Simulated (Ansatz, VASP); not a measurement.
# ZnSe (Stilleite) in two plane-wave programs, part 2 of 2

One calculation is typed for both programs; each brings its own data sets and cutoff. How far apart do they land?

VASP 6.6.1 and Ansatz 0.2.0.

So far: Starting point; Ansatz: relaxation of cell and atoms, r2SCAN, spin-orbit coupling; VASP: relaxation of cell and atoms, r2SCAN, spin-orbit coupling.

**3. VASP: relaxation of cell and atoms, r2SCAN, spin-orbit coupling (continued)**

Level of this step: r2SCAN, spin-orbit coupling; plane waves and PAW (Zn, Se) (VASP).

Numbers of over 12 decimals in the logs are rounded to 6 here.

OUTCAR, selected parts (step 3):

```text
ion  position               nearest neighbor table
   1  0.000  0.000  0.000-   2 2.45   2 2.45   2 2.45   2 2.45
   2  0.250  0.250  0.250-   1 2.45   1 2.45   1 2.45   1 2.45

  LATTYP: Found a face centered cubic cell.
 ALAT       =     5.6676000000

 Subroutine GETGRP returns: Found 24 space group operations
 (whereof 24 operations were pure point group operations)

The static configuration has the point symmetry T_d .

 Found     22 irreducible k-points:

   k-points           NKPTS =     22   k-points in BZ     NKDIM =     22   number of bands    NBANDS=     30

   dimension x,y,z NGX =    28 NGY =   28 NGZ =   28
   dimension x,y,z NGXF=    56 NGYF=   56 NGZF=   56

   ENCUT  =  400.0 eV  29.40 Ry    5.42 a.u.   6.54  6.54  6.54*2*pi/ulx,y,z

   NELECT =      18.0000    total number of electrons

 k-points in reciprocal lattice and weights: Automatic mesh
   0.00000000  0.00000000  0.00000000       0.005
   0.16666667  0.00000000  0.00000000       0.019
  -0.16666667  0.00000000  0.00000000       0.019
   0.33333333  0.00000000  0.00000000       0.019
  -0.33333333  0.00000000  0.00000000       0.019
   0.50000000  0.00000000  0.00000000       0.019
   0.16666667  0.16666667  0.00000000       0.028
   0.33333333  0.16666667  0.00000000       0.056
  -0.33333333 -0.16666667  0.00000000       0.056
[...]
-0.33333333  0.33333333  0.16666667       0.111
  -0.33333333  0.50000000  0.16666667       0.056

 average (electrostatic) potential at core
       1 -42.6210       2 -60.3729

 E-fermi :   2.3757

 k-point     1 :       0.0000    0.0000    0.0000
  band No.  band energies     occupation
    ...
     14       1.0996      1.00000
     15       1.4711      1.00000
     16       1.4711      1.00000
     17       1.4711      1.00000
     18       1.4711      1.00000
     19       3.2356      0.00000
     20       3.2356      0.00000
     21       7.5640      0.00000
     22       7.5640      0.00000
     23       7.7047      0.00000
    ...

 k-point     2 :       0.1667    0.0000    0.0000
  band No.  band energies     occupation
    ...
     14      -0.5239      1.00000
     15       0.9776      1.00000
     16       0.9776      1.00000
     17       1.2028      1.00000
     18       1.2151      1.00000
     19       4.4401      0.00000
     20       4.4401      0.00000
     21       7.7256      0.00000
     22       7.7256      0.00000
     23       8.0263      0.00000
    ...

 k-point     3 :      -0.1667    0.0000    0.0000
  band No.  band energies     occupation
    ...
     14      -0.5239      1.00000
     15       0.9776      1.00000
     16       0.9776      1.00000
     17       1.2028      1.00000
     18       1.2151      1.00000
     19       4.4401      0.00000
     20       4.4401      0.00000
     21       7.7256      0.00000
     22       7.7256      0.00000
     23       8.0263      0.00000
    ...

  Total        0.0146484      0.0146484      0.0146484      0.0000000      0.0000000      0.0000000
  in kB        0.5184385      0.5184385      0.5184385      0.0000000      0.0000000      0.0000000
  external PRESSURE =       0.5184385 kB  Pullay stress =       0.0000000 kB

  energy-cutoff  :      400.00
  volume of cell :       45.27
      direct lattice vectors                 reciprocal lattice vectors
    -0.000000000  2.828725654  2.828725654    -0.176758039  0.176758039  0.176758039
     2.828725654 -0.000000000  2.828725654     0.176758039 -0.176758039  0.176758039
     2.828725654  2.828725654 -0.000000000     0.176758039  0.176758039 -0.176758039

 POSITION                                       TOTAL-FORCE (eV/Angst)
 -----------------------------------------------------------------------------------
      0.00000     -0.00000      0.00000        -0.000000     -0.000000     -0.000000
      1.41436      1.41436      1.41436         0.000000      0.000000      0.000000
 -----------------------------------------------------------------------------------
    total drift:                                0.000001      0.000001      0.000001

  FREE ENERGIE OF THE ION-ELECTRON SYSTEM (eV)
  ---------------------------------------------------
  free  energy   TOTEN  =       -24.9192985579 eV

  energy  without entropy=      -24.9192985574  energy(sigma->0) =      -24.91929856

 reached required accuracy - stopping structural energy minimisation

 Spin-Orbit-Coupling matrix elements
 Ion:    1  E_soc:     -0.0082305
 Ion:    2  E_soc:     -0.0343278

 total charge
# of ion       s       p       d       tot
------------------------------------------
    1        0.512   0.448   9.803  10.762
    2        1.430   2.488   0.030   3.948
--------------------------------------------------
tot          1.942   2.935   9.833  14.710

 magnetization (x)
# of ion       s       p       d       tot
------------------------------------------
    1        0.000  -0.000  -0.000   0.000
    2        0.000   0.000   0.000   0.000
--------------------------------------------------
tot          0.000  -0.000  -0.000   0.000

 magnetization (y)
# of ion       s       p       d       tot
------------------------------------------
    1        0.000   0.000   0.000   0.000
    2        0.000   0.000  -0.000  -0.000
--------------------------------------------------
tot          0.000   0.000   0.000   0.000

 magnetization (z)
# of ion       s       p       d       tot
------------------------------------------
    1       -0.000  -0.000   0.000  -0.000
    2       -0.000  -0.000   0.000  -0.000
--------------------------------------------------
tot         -0.000  -0.000   0.000  -0.000

[... 3 further parts left out ...]
```

CONTCAR:

```
ZnSe
   1.00000000000000
    -0.0000000000000000    2.8287256535211820    2.8287256535211820
     2.8287256535211820   -0.0000000000000000    2.8287256535211820
     2.8287256535211820    2.8287256535211820   -0.0000000000000000
  Zn              Se
     1     1
Direct
     0.0000000000000000    0.0000000000000000    0.0000000000000000
     0.2500000000000000    0.2500000000000000    0.2500000000000000
```

The run keeps the 24 symmetry operations of its start, so it cannot find a distortion of lower symmetry.

**4. Side by side**

Known differences besides the potentials themselves: spin-orbit coupling enters by fully relativistic files in Ansatz and inside the spheres in VASP; VASP keeps PBE cores, Ansatz makes them for the functional; both relaxations stop at a tolerance, which leaves soft axes loose, and VASP keeps its plane-wave basis; the data sets hold 28 valence electrons in Ansatz (fully relativistic PAW (standard-fr) files) and 18 in VASP; the cutoff is 500 eV in Ansatz and 400 eV in VASP; Ansatz adds a Pulay correction to the stress that steers its cell, VASP none. Total energies have different zeros and are not compared.

Both answers:

```tsv
quantity	Ansatz	VASP	difference
volume (Å³)	45.48	45.27	+0.48 %
edge a after relaxation, in the typed setting (Å)	4.007	4.000	+0.16 %
```

The walks stopped with -0.01 GPa left in Ansatz and 0.05 GPa in VASP; each walk ends within a tolerance, so the volume difference is uncertain by about these residues over the bulk modulus, most in soft cells.

**5. Summary of results**

```yaml
difference_in_volume_relaxation_of_cell_and_atoms_r2scan_spin_orbit_coupling: 0.48 %
```

The difference in volume is 0.48 % (relaxation of cell and atoms, r2SCAN, spin-orbit coupling), within the 1.2 % picked in this series as the mark of a large difference, as far as the stopping tolerances let one tell. Such differences can come from data sets, numerical settings and the points named under the comparisons, not from the functional's error against experiment.

[Lines on the potential files, build, host, timing and source positions are cut from VASP's logs without a mark.]

[Logs are printed without paths, hosts, clocks, repeated set-up lines and the standing remarks that a program may print on its own settings, such as how far it seeks lower states.]

[Hosts, paths, dates, database ids (printed as entryN), source tags and the programs' standing remarks are cut or masked in the printed files.]
